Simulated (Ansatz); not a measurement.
# Te2Mo: the cost of one run

Program: Ansatz 0.2.0. Level of theory: DFT, PBEsol, plane-wave PAW, default files, scalar-relativistic. These are calculated values, not measurements.

## (1) The system as given

Symmetry: P6_3/mmc, No. 194, hexagonal system. The conventional cell has a = 3.518 Å, b = 3.518 Å, c = 13.974 Å, α = 90.00°, β = 90.00°, γ = 120.00°. Te (site symmetry 3m) is surrounded by 3 Mo at 2.72 Å. Around Mo (site symmetry -6m2) lie 6 Te at 2.72 Å.

Coordinates:

```xyz
6
Lattice="3.5182 0.0000 0.0000 -1.7591 3.0469 0.0000 0.0000 0.0000 13.9736" Properties=species:S:1:pos:R:3 pbc="T T T"
Te    0.0000    2.0312    8.6776
Te    1.7591    1.0156    1.6908
Te    0.0000    2.0312   12.2828
Te    1.7591    1.0156    5.2960
Mo    0.0000    2.0312    3.4934
Mo    1.7591    1.0156   10.4802
```

The earlier run gave: gap on the mesh 0.75 eV, largest force 0.175 eV/Å, pressure 2.9 GPa.

The printed gradients, by site:

| site | atoms | first shell | V_zz (10²¹ V/m²) | η | C_Q (MHz) |
| --- | --- | --- | --- | --- | --- |
| Te | 1, 2, 3, 4 | 3 Mo at 2.72 Å | -18.65 | 0.00 | – |
| Mo | 5, 6 | 6 Te at 2.72 Å | -6.76 | 0.00 | 3.59 (⁹⁵Mo) |

C_Q = eQV_zz/h, which is 24.18 MHz for Q = 1 b and V_zz = 10²¹ V/m²; η = (V_xx − V_yy)/V_zz. Q values from Pyykkö, Mol. Phys. 116, 1328 (2018). A dash under C_Q marks elements without a common quadrupolar isotope.

## (2) Functional PBEsol at the relaxed positions

The input, input.yaml:

```yaml
crystal:
  lattice:
    - [3.5182, 0.0, 0.0]
    - [-1.7591, 3.0468505756, 0.0]
    - [0.0, 0.0, 13.9736]
  atoms:
    - { symbol: Te, position: [0.3333333333, 0.6666666667, 0.6200857651] }
    - { symbol: Te, position: [0.6666666667, 0.3333333333, 0.1200857651] }
    - { symbol: Te, position: [0.3333333333, 0.6666666667, 0.8799142349] }
    - { symbol: Te, position: [0.6666666667, 0.3333333333, 0.3799142349] }
    - { symbol: Mo, position: [0.3333333333, 0.6666666667, 0.25] }
    - { symbol: Mo, position: [0.6666666667, 0.3333333333, 0.75] }
kpoints:
  mp_grid: { grid: [14, 14, 3] }
scf:
  occupations: { method: fermi_dirac, width: 0.02 }
hamiltonian:
  xc: pbesol
  pseudopotentials: { kind: paw }
output:
  forces: true
  stress: true
  populations: true
  efg: { quadrupole_moments_barn: { Mo: -0.022 }, contact_densities: true }
```

Run with:

```bash
$ ansatz run input.yaml --threads 1 --pin off --max-ram 3072MiB --backend cpu --events-out ev --progress --plain --runs-dir out
```

Q: Estimate wall time and peak memory on 1 thread of Intel Xeon 6975P-C (Granite Rapids), shared host.

About 18 s, with a peak of 0.63 GiB.
